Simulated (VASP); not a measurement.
# SnTe (Pm-3m) in VASP: a series of runs, part 4 of 7

VASP 6.6.1. Earlier steps stand in the parts before.

### Step 45. Equation of state, LDA, 30.66 Å³/atom

Input file INCAR:

```
PREC = Accurate
ENCUT = 400
EDIFF = 1E-6
ISMEAR = 0
SIGMA = 0.01
LREAL = False
LASPH = True
NELM = 100
ALGO = Normal
ISIF = 2
LWAVE = False
LCHARG = False
GGA = CA
ADDGRID = False
```

Input file KPOINTS:

```
regular mesh
0
Gamma
  4 4 4
```

Input file POSCAR:

```
SnTe
1.0
    3.9433629105      0.0000000000      0.0000000000
    0.0000000000      3.9433629105      0.0000000000
    0.0000000000      0.0000000000      3.9433629105
Te Sn
1 1
Direct
    0.5000000000      0.5000000000      0.5000000000
    0.0000000000      0.0000000000      0.0000000000
```

Potentials or basis: VASP PAW LDA potentials, release 64 (Te, Sn_d).

Run with:

```
$ cat potpaw_LDA.64/Te/POTCAR potpaw_LDA.64/Sn_d/POTCAR > POTCAR
$ mpirun -np 1 vasp_std > vasp.out
```

It took 6.4 s on 1 thread of AMD EPYC 9R14 (Zen 4), shared host; peak memory 0.11 GiB.

The run converged, but some of its settings lie outside the range that counts as converged, so its numbers aren't taken as properties of the crystal.

Results:

| Item | Value |
| --- | --- |
| Free energy | -8.1160 eV |
| Pressure | -4.4 GPa |
| Band gap on the k mesh | none (metal or under the smearing width) |

Caveat: the k mesh is coarse (spacing up to 0.40 Å⁻¹), so the values aren't converged.

### Step 46. Equation of state, LDA, 28.87 Å³/atom

INCAR, as its differences from that of step 45:

```diff
@@ -1,2 +1,2 @@
-PREC = Accurate
+PREC = Low
 ENCUT = 400
@@ -4,3 +4,3 @@
 ISMEAR = 0
-SIGMA = 0.01
+SIGMA = 0.05
 LREAL = False
```

KPOINTS is that of step 45.

Input file POSCAR:

```
SnTe
1.0
    3.8652558891      0.0000000000      0.0000000000
    0.0000000000      3.8652558891      0.0000000000
    0.0000000000      0.0000000000      3.8652558891
Te Sn
1 1
Direct
    0.5000000000      0.5000000000      0.5000000000
    0.0000000000      0.0000000000      0.0000000000
```

Run with:

```
$ cat potpaw_LDA.64/Te/POTCAR potpaw_LDA.64/Sn_d/POTCAR > POTCAR
$ mpirun -np 1 vasp_std > vasp.out
```

Wall time 2.6 s (1 thread of AMD EPYC 9R14 (Zen 4), shared host); peak memory 0.08 GiB.

These settings aren't checked as converged: the numbers below hold their error.

What came out:

- Free energy: -8.2076 eV
- Pressure: -3.2 GPa
- Band gap on the k mesh: none (metal or under the smearing width)

Caveat: the k mesh is coarse (spacing up to 0.41 Å⁻¹), so the values aren't converged.

### Step 47. Equation of state, LDA, 30.66 Å³/atom

INCAR is that of step 46.

KPOINTS is that of step 46.

Input file POSCAR:

```
SnTe
1.0
    3.9433629105      0.0000000000      0.0000000000
    0.0000000000      3.9433629105      0.0000000000
    0.0000000000      0.0000000000      3.9433629105
Te Sn
1 1
Direct
    0.5000000000      0.5000000000      0.5000000000
    0.0000000000      0.0000000000      0.0000000000
```

Run with:

```
$ cat potpaw_LDA.64/Te/POTCAR potpaw_LDA.64/Sn_d/POTCAR > POTCAR
$ mpirun -np 1 vasp_std > vasp.out
```

Run time: 2.5 s. Hardware: 1 thread of AMD EPYC 9R14 (Zen 4), shared host; peak memory 0.08 GiB.

The run converged, but some of its settings lie outside the range that counts as converged, so its numbers aren't taken as properties of the crystal.

Results:

- Free energy: -8.1253 eV
- Pressure: -4.2 GPa
- Band gap on the k mesh: none (metal or under the smearing width)

Caveat: the k mesh is coarse (spacing up to 0.40 Å⁻¹), so the values aren't converged.

### Step 48. Equation of state, LDA, 28.87 Å³/atom

INCAR, as its differences from that of step 47:

```diff
@@ -1,2 +1,2 @@
-PREC = Low
+PREC = Normal
 ENCUT = 400
```

KPOINTS is that of step 47.

Input file POSCAR:

```
SnTe
1.0
    3.8652558891      0.0000000000      0.0000000000
    0.0000000000      3.8652558891      0.0000000000
    0.0000000000      0.0000000000      3.8652558891
Te Sn
1 1
Direct
    0.5000000000      0.5000000000      0.5000000000
    0.0000000000      0.0000000000      0.0000000000
```

Potentials or basis: VASP PAW LDA potentials, release 64 (Te, Sn_d).

Run with:

```
$ cat potpaw_LDA.64/Te/POTCAR potpaw_LDA.64/Sn_d/POTCAR > POTCAR
$ mpirun -np 1 vasp_std > vasp.out
```

It took 2.7 s on 1 thread of AMD EPYC 9R14 (Zen 4), shared host; peak memory 0.09 GiB.

The run converged, but some of its settings lie outside the range that counts as converged, so its numbers aren't taken as properties of the crystal.

What came out:

```yaml
Free_energy: -8.2092 eV
Pressure: -3.3 GPa
Band_gap_on_the_k_mesh: none (metal or under the smearing width)
```

Caveat: the k mesh is coarse (spacing up to 0.41 Å⁻¹), so the values aren't converged.

### Step 49. Equation of state, LDA, 30.66 Å³/atom

INCAR is that of step 48.

KPOINTS is that of step 48.

Input file POSCAR:

```
SnTe
1.0
    3.9433629105      0.0000000000      0.0000000000
    0.0000000000      3.9433629105      0.0000000000
    0.0000000000      0.0000000000      3.9433629105
Te Sn
1 1
Direct
    0.5000000000      0.5000000000      0.5000000000
    0.0000000000      0.0000000000      0.0000000000
```

Run with:

```
$ cat potpaw_LDA.64/Te/POTCAR potpaw_LDA.64/Sn_d/POTCAR > POTCAR
$ mpirun -np 1 vasp_std > vasp.out
```

Wall time 2.7 s (1 thread of AMD EPYC 9R14 (Zen 4), shared host); peak memory 0.09 GiB.

These settings aren't checked as converged: the numbers below hold their error.

What came out:

```yaml
Free_energy: -8.1238 eV
Pressure: -4.4 GPa
Band_gap_on_the_k_mesh: none (metal or under the smearing width)
```

Caveat: the k mesh is coarse (spacing up to 0.40 Å⁻¹), so the values aren't converged.

### Step 50. Equation of state, LDA, 28.87 Å³/atom

INCAR, as its differences from that of step 49:

```diff
@@ -1,2 +1,2 @@
-PREC = Normal
+PREC = Accurate
 ENCUT = 400
@@ -5,3 +5,3 @@
 SIGMA = 0.05
-LREAL = False
+LREAL = Auto
 LASPH = True
```

KPOINTS is that of step 49.

Input file POSCAR:

```
SnTe
1.0
    3.8652558891      0.0000000000      0.0000000000
    0.0000000000      3.8652558891      0.0000000000
    0.0000000000      0.0000000000      3.8652558891
Te Sn
1 1
Direct
    0.5000000000      0.5000000000      0.5000000000
    0.0000000000      0.0000000000      0.0000000000
```

Run with:

```
$ cat potpaw_LDA.64/Te/POTCAR potpaw_LDA.64/Sn_d/POTCAR > POTCAR
$ mpirun -np 1 vasp_std > vasp.out
```

Run time: 7.1 s. Hardware: 1 thread of AMD EPYC 9R14 (Zen 4), shared host; peak memory 0.11 GiB.

The run converged, but some of its settings lie outside the range that counts as converged, so its numbers aren't taken as properties of the crystal.

Results:

* Free energy: -8.2094 eV
* Pressure: -3.3 GPa
* Band gap on the k mesh: none (metal or under the smearing width)

Caveat: the k mesh is coarse (spacing up to 0.41 Å⁻¹), so the values aren't converged.

### Step 51. Equation of state, LDA, 30.66 Å³/atom

INCAR is that of step 50.

KPOINTS is that of step 50.

Input file POSCAR:

```
SnTe
1.0
    3.9433629105      0.0000000000      0.0000000000
    0.0000000000      3.9433629105      0.0000000000
    0.0000000000      0.0000000000      3.9433629105
Te Sn
1 1
Direct
    0.5000000000      0.5000000000      0.5000000000
    0.0000000000      0.0000000000      0.0000000000
```

Potentials or basis: VASP PAW LDA potentials, release 64 (Te, Sn_d).

Run with:

```
$ cat potpaw_LDA.64/Te/POTCAR potpaw_LDA.64/Sn_d/POTCAR > POTCAR
$ mpirun -np 1 vasp_std > vasp.out
```

Wall time 6.6 s (1 thread of AMD EPYC 9R14 (Zen 4), shared host); peak memory 0.11 GiB.

The run converged, but some of its settings lie outside the range that counts as converged, so its numbers aren't taken as properties of the crystal.

Results:

```
Free energy            : -8.1240 eV
Pressure               : -4.3 GPa
Band gap on the k mesh : none (metal or under the smearing width)
```

Caveat: the k mesh is coarse (spacing up to 0.40 Å⁻¹), so the values aren't converged.

### Step 52. Equation of state, LDA, 28.87 Å³/atom

INCAR, as its differences from that of step 51:

```diff
@@ -2,6 +2,6 @@
 ENCUT = 400
-EDIFF = 1E-6
+EDIFF = 0.01
 ISMEAR = 0
 SIGMA = 0.05
-LREAL = Auto
+LREAL = False
 LASPH = True
```

KPOINTS is that of step 51.

Input file POSCAR:

```
SnTe
1.0
    3.8652558891      0.0000000000      0.0000000000
    0.0000000000      3.8652558891      0.0000000000
    0.0000000000      0.0000000000      3.8652558891
Te Sn
1 1
Direct
    0.5000000000      0.5000000000      0.5000000000
    0.0000000000      0.0000000000      0.0000000000
```

Run with:

```
$ cat potpaw_LDA.64/Te/POTCAR potpaw_LDA.64/Sn_d/POTCAR > POTCAR
$ mpirun -np 1 vasp_std > vasp.out
```

Wall time 3.1 s (1 thread of AMD EPYC 9R14 (Zen 4), shared host); peak memory 0.11 GiB.

The run converged, but some of its settings lie outside the range that counts as converged, so its numbers aren't taken as properties of the crystal.

Results:

```yaml
Free_energy: -8.2141 eV
Pressure: -5.7 GPa
Band_gap_on_the_k_mesh: none (metal or under the smearing width)
```

Caveat: the k mesh is coarse (spacing up to 0.41 Å⁻¹), so the values aren't converged.

### Step 53. Equation of state, LDA, 30.66 Å³/atom

INCAR is that of step 52.

KPOINTS is that of step 52.

Input file POSCAR:

```
SnTe
1.0
    3.9433629105      0.0000000000      0.0000000000
    0.0000000000      3.9433629105      0.0000000000
    0.0000000000      0.0000000000      3.9433629105
Te Sn
1 1
Direct
    0.5000000000      0.5000000000      0.5000000000
    0.0000000000      0.0000000000      0.0000000000
```

Run with:

```
$ cat potpaw_LDA.64/Te/POTCAR potpaw_LDA.64/Sn_d/POTCAR > POTCAR
$ mpirun -np 1 vasp_std > vasp.out
```

It took 3.5 s on 1 thread of AMD EPYC 9R14 (Zen 4), shared host; peak memory 0.1 GiB.

The run converged, but some of its settings lie outside the range that counts as converged, so its numbers aren't taken as properties of the crystal.

What came out:

| Item | Value |
| --- | --- |
| Free energy | -8.1298 eV |
| Pressure | -0.8 GPa |
| Band gap on the k mesh | none (metal or under the smearing width) |

Caveat: the k mesh is coarse (spacing up to 0.40 Å⁻¹), so the values aren't converged.

### Step 54. Equation of state, LDA, 28.87 Å³/atom

INCAR, as its differences from that of step 53:

```diff
@@ -2,3 +2,3 @@
 ENCUT = 400
-EDIFF = 0.01
+EDIFF = 0.001
 ISMEAR = 0
```

KPOINTS is that of step 53.

Input file POSCAR:

```
SnTe
1.0
    3.8652558891      0.0000000000      0.0000000000
    0.0000000000      3.8652558891      0.0000000000
    0.0000000000      0.0000000000      3.8652558891
Te Sn
1 1
Direct
    0.5000000000      0.5000000000      0.5000000000
    0.0000000000      0.0000000000      0.0000000000
```

Potentials or basis: VASP PAW LDA potentials, release 64 (Te, Sn_d).

Run with:

```
$ cat potpaw_LDA.64/Te/POTCAR potpaw_LDA.64/Sn_d/POTCAR > POTCAR
$ mpirun -np 1 vasp_std > vasp.out
```

Wall time 3.7 s (1 thread of AMD EPYC 9R14 (Zen 4), shared host); peak memory 0.11 GiB.

The run converged, but some of its settings lie outside the range that counts as converged, so its numbers aren't taken as properties of the crystal.

What came out:

```yaml
Free_energy: -8.2098 eV
Pressure: -4.2 GPa
Band_gap_on_the_k_mesh: none (metal or under the smearing width)
```

Caveat: the k mesh is coarse (spacing up to 0.41 Å⁻¹), so the values aren't converged.

### Step 55. Equation of state, LDA, 30.66 Å³/atom

INCAR is that of step 54.

KPOINTS is that of step 54.

Input file POSCAR:

```
SnTe
1.0
    3.9433629105      0.0000000000      0.0000000000
    0.0000000000      3.9433629105      0.0000000000
    0.0000000000      0.0000000000      3.9433629105
Te Sn
1 1
Direct
    0.5000000000      0.5000000000      0.5000000000
    0.0000000000      0.0000000000      0.0000000000
```

Run with:

```
$ cat potpaw_LDA.64/Te/POTCAR potpaw_LDA.64/Sn_d/POTCAR > POTCAR
$ mpirun -np 1 vasp_std > vasp.out
```

Wall time 3.7 s (1 thread of AMD EPYC 9R14 (Zen 4), shared host); peak memory 0.11 GiB.

The run converged, but some of its settings lie outside the range that counts as converged, so its numbers aren't taken as properties of the crystal.

Results:

```yaml
Free_energy: -8.1244 eV
Pressure: -3.1 GPa
Band_gap_on_the_k_mesh: none (metal or under the smearing width)
```

Caveat: the k mesh is coarse (spacing up to 0.40 Å⁻¹), so the values aren't converged.

### Step 56. Equation of state, LDA, 28.87 Å³/atom

INCAR, as its differences from that of step 55:

```diff
@@ -2,3 +2,3 @@
 ENCUT = 400
-EDIFF = 0.001
+EDIFF = 1E-4
 ISMEAR = 0
```

KPOINTS is that of step 55.

Input file POSCAR:

```
SnTe
1.0
    3.8652558891      0.0000000000      0.0000000000
    0.0000000000      3.8652558891      0.0000000000
    0.0000000000      0.0000000000      3.8652558891
Te Sn
1 1
Direct
    0.5000000000      0.5000000000      0.5000000000
    0.0000000000      0.0000000000      0.0000000000
```

Run with:

```
$ cat potpaw_LDA.64/Te/POTCAR potpaw_LDA.64/Sn_d/POTCAR > POTCAR
$ mpirun -np 1 vasp_std > vasp.out
```

Wall time 4.3 s (1 thread of AMD EPYC 9R14 (Zen 4), shared host); peak memory 0.11 GiB.

The run converged, but some of its settings lie outside the range that counts as converged, so its numbers aren't taken as properties of the crystal.

Results:

```
Free energy            : -8.2091 eV
Pressure               : -3.4 GPa
Band gap on the k mesh : none (metal or under the smearing width)
```

Caveat: the k mesh is coarse (spacing up to 0.41 Å⁻¹), so the values aren't converged.

### Step 57. Equation of state, LDA, 30.66 Å³/atom

INCAR is that of step 56.

KPOINTS is that of step 56.

Input file POSCAR:

```
SnTe
1.0
    3.9433629105      0.0000000000      0.0000000000
    0.0000000000      3.9433629105      0.0000000000
    0.0000000000      0.0000000000      3.9433629105
Te Sn
1 1
Direct
    0.5000000000      0.5000000000      0.5000000000
    0.0000000000      0.0000000000      0.0000000000
```

Potentials or basis: VASP PAW LDA potentials, release 64 (Te, Sn_d).

Run with:

```
$ cat potpaw_LDA.64/Te/POTCAR potpaw_LDA.64/Sn_d/POTCAR > POTCAR
$ mpirun -np 1 vasp_std > vasp.out
```

It took 4.3 s on 1 thread of AMD EPYC 9R14 (Zen 4), shared host; peak memory 0.11 GiB.

These settings aren't checked as converged: the numbers below hold their error.

What came out:

| Quantity | Value |
| --- | --- |
| Free energy | -8.1238 eV |
| Pressure | -4.3 GPa |
| Band gap on the k mesh | none (metal or under the smearing width) |

Caveat: the k mesh is coarse (spacing up to 0.40 Å⁻¹), so the values aren't converged.

### Step 58. Equation of state, LDA, 28.87 Å³/atom

INCAR, as its differences from that of step 57:

```diff
@@ -2,3 +2,3 @@
 ENCUT = 400
-EDIFF = 1E-4
+EDIFF = 1E-5
 ISMEAR = 0
```

KPOINTS is that of step 57.

Input file POSCAR:

```
SnTe
1.0
    3.8652558891      0.0000000000      0.0000000000
    0.0000000000      3.8652558891      0.0000000000
    0.0000000000      0.0000000000      3.8652558891
Te Sn
1 1
Direct
    0.5000000000      0.5000000000      0.5000000000
    0.0000000000      0.0000000000      0.0000000000
```

Run with:

```
$ cat potpaw_LDA.64/Te/POTCAR potpaw_LDA.64/Sn_d/POTCAR > POTCAR
$ mpirun -np 1 vasp_std > vasp.out
```

It took 4.3 s on 1 thread of AMD EPYC 9R14 (Zen 4), shared host; peak memory 0.11 GiB.

The run converged, but some of its settings lie outside the range that counts as converged, so its numbers aren't taken as properties of the crystal.

What came out:

```yaml
Free_energy: -8.2091 eV
Pressure: -3.4 GPa
Band_gap_on_the_k_mesh: none (metal or under the smearing width)
```

Caveat: the k mesh is coarse (spacing up to 0.41 Å⁻¹), so the values aren't converged.

### Step 59. Equation of state, LDA, 30.66 Å³/atom

INCAR is that of step 58.

KPOINTS is that of step 58.

Input file POSCAR:

```
SnTe
1.0
    3.9433629105      0.0000000000      0.0000000000
    0.0000000000      3.9433629105      0.0000000000
    0.0000000000      0.0000000000      3.9433629105
Te Sn
1 1
Direct
    0.5000000000      0.5000000000      0.5000000000
    0.0000000000      0.0000000000      0.0000000000
```

Run with:

```
$ cat potpaw_LDA.64/Te/POTCAR potpaw_LDA.64/Sn_d/POTCAR > POTCAR
$ mpirun -np 1 vasp_std > vasp.out
```

Run time: 4.7 s. Hardware: 1 thread of AMD EPYC 9R14 (Zen 4), shared host; peak memory 0.11 GiB.

These settings aren't checked as converged: the numbers below hold their error.

What came out:

- Free energy: -8.1238 eV
- Pressure: -4.4 GPa
- Band gap on the k mesh: none (metal or under the smearing width)

Caveat: the k mesh is coarse (spacing up to 0.40 Å⁻¹), so the values aren't converged.

### Step 60. Equation of state, LDA, 28.87 Å³/atom

INCAR, as its differences from that of step 59:

```diff
@@ -2,3 +2,3 @@
 ENCUT = 400
-EDIFF = 1E-5
+EDIFF = 1E-6
 ISMEAR = 0
@@ -13,2 +13,2 @@
 GGA = CA
-ADDGRID = False
+ADDGRID = True
```

KPOINTS is that of step 59.

Input file POSCAR:

```
SnTe
1.0
    3.8652558891      0.0000000000      0.0000000000
    0.0000000000      3.8652558891      0.0000000000
    0.0000000000      0.0000000000      3.8652558891
Te Sn
1 1
Direct
    0.5000000000      0.5000000000      0.5000000000
    0.0000000000      0.0000000000      0.0000000000
```

Potentials or basis: VASP PAW LDA potentials, release 64 (Te, Sn_d).

Run with:

```
$ cat potpaw_LDA.64/Te/POTCAR potpaw_LDA.64/Sn_d/POTCAR > POTCAR
$ mpirun -np 1 vasp_std > vasp.out
```

Run time: 8 s. Hardware: 1 thread of AMD EPYC 9R14 (Zen 4), shared host; peak memory 0.18 GiB.

These settings aren't checked as converged: the numbers below hold their error.

What came out:

- Free energy: -8.2091 eV
- Pressure: -3.3 GPa
- Band gap on the k mesh: none (metal or under the smearing width)

Caveat: the k mesh is coarse (spacing up to 0.41 Å⁻¹), so the values aren't converged.

### Step 61. Equation of state, LDA, 30.66 Å³/atom

INCAR is that of step 60.

KPOINTS is that of step 60.

Input file POSCAR:

```
SnTe
1.0
    3.9433629105      0.0000000000      0.0000000000
    0.0000000000      3.9433629105      0.0000000000
    0.0000000000      0.0000000000      3.9433629105
Te Sn
1 1
Direct
    0.5000000000      0.5000000000      0.5000000000
    0.0000000000      0.0000000000      0.0000000000
```

Run with:

```
$ cat potpaw_LDA.64/Te/POTCAR potpaw_LDA.64/Sn_d/POTCAR > POTCAR
$ mpirun -np 1 vasp_std > vasp.out
```

Wall time 7.3 s (1 thread of AMD EPYC 9R14 (Zen 4), shared host); peak memory 0.17 GiB.

These settings aren't checked as converged: the numbers below hold their error.

What came out:

* Free energy: -8.1238 eV
* Pressure: -4.4 GPa
* Band gap on the k mesh: none (metal or under the smearing width)

Caveat: the k mesh is coarse (spacing up to 0.40 Å⁻¹), so the values aren't converged.

### Step 62. Equation of state, LDA, 28.87 Å³/atom

INCAR, as its differences from that of step 61:

```diff
@@ -6,3 +6,3 @@
 LREAL = False
-LASPH = True
+LASPH = False
 NELM = 100
@@ -13,2 +13,2 @@
 GGA = CA
-ADDGRID = True
+ADDGRID = False
```

KPOINTS is that of step 61.

Input file POSCAR:

```
SnTe
1.0
    3.8652558891      0.0000000000      0.0000000000
    0.0000000000      3.8652558891      0.0000000000
    0.0000000000      0.0000000000      3.8652558891
Te Sn
1 1
Direct
    0.5000000000      0.5000000000      0.5000000000
    0.0000000000      0.0000000000      0.0000000000
```

Run with:

```
$ cat potpaw_LDA.64/Te/POTCAR potpaw_LDA.64/Sn_d/POTCAR > POTCAR
$ mpirun -np 1 vasp_std > vasp.out
```

It took 4.4 s on 1 thread of AMD EPYC 9R14 (Zen 4), shared host; peak memory 0.11 GiB.

The run converged, but some of its settings lie outside the range that counts as converged, so its numbers aren't taken as properties of the crystal.

What came out:

```yaml
Free_energy: -8.2091 eV
Pressure: -3.3 GPa
Band_gap_on_the_k_mesh: none (metal or under the smearing width)
```

Caveat: the k mesh is coarse (spacing up to 0.41 Å⁻¹), so the values aren't converged.

### Step 63. Equation of state, LDA, 30.66 Å³/atom

INCAR is that of step 62.

KPOINTS is that of step 62.

Input file POSCAR:

```
SnTe
1.0
    3.9433629105      0.0000000000      0.0000000000
    0.0000000000      3.9433629105      0.0000000000
    0.0000000000      0.0000000000      3.9433629105
Te Sn
1 1
Direct
    0.5000000000      0.5000000000      0.5000000000
    0.0000000000      0.0000000000      0.0000000000
```

Potentials or basis: VASP PAW LDA potentials, release 64 (Te, Sn_d).

Run with:

```
$ cat potpaw_LDA.64/Te/POTCAR potpaw_LDA.64/Sn_d/POTCAR > POTCAR
$ mpirun -np 1 vasp_std > vasp.out
```

It took 4.2 s on 1 thread of AMD EPYC 9R14 (Zen 4), shared host; peak memory 0.1 GiB.

These settings aren't checked as converged: the numbers below hold their error.

Results:

```
Free energy            : -8.1238 eV
Pressure               : -4.4 GPa
Band gap on the k mesh : none (metal or under the smearing width)
```

Caveat: the k mesh is coarse (spacing up to 0.40 Å⁻¹), so the values aren't converged.

### Step 64. Equation of state, LDA, 28.87 Å³/atom

Input file INCAR:

```
PREC = Normal
ENCUT = 400
EDIFF = 1E-4
ISMEAR = 0
SIGMA = 0.05
LREAL = Auto
LASPH = True
NELM = 100
ALGO = Normal
ISIF = 2
LWAVE = False
LCHARG = False
GGA = CA
ADDGRID = False
```

KPOINTS is that of step 63.

Input file POSCAR:

```
SnTe
1.0
    3.8652558891      0.0000000000      0.0000000000
    0.0000000000      3.8652558891      0.0000000000
    0.0000000000      0.0000000000      3.8652558891
Te Sn
1 1
Direct
    0.5000000000      0.5000000000      0.5000000000
    0.0000000000      0.0000000000      0.0000000000
```

Run with:

```
$ cat potpaw_LDA.64/Te/POTCAR potpaw_LDA.64/Sn_d/POTCAR > POTCAR
$ mpirun -np 1 vasp_std > vasp.out
```

Wall time 3 s (1 thread of AMD EPYC 9R14 (Zen 4), shared host); peak memory 0.09 GiB.

These settings aren't checked as converged: the numbers below hold their error.

Results:

```yaml
Free_energy: -8.2074 eV
Pressure: -3.6 GPa
Band_gap_on_the_k_mesh: none (metal or under the smearing width)
```

Caveat: the k mesh is coarse (spacing up to 0.41 Å⁻¹), so the values aren't converged.

[end of part 4 of 7]
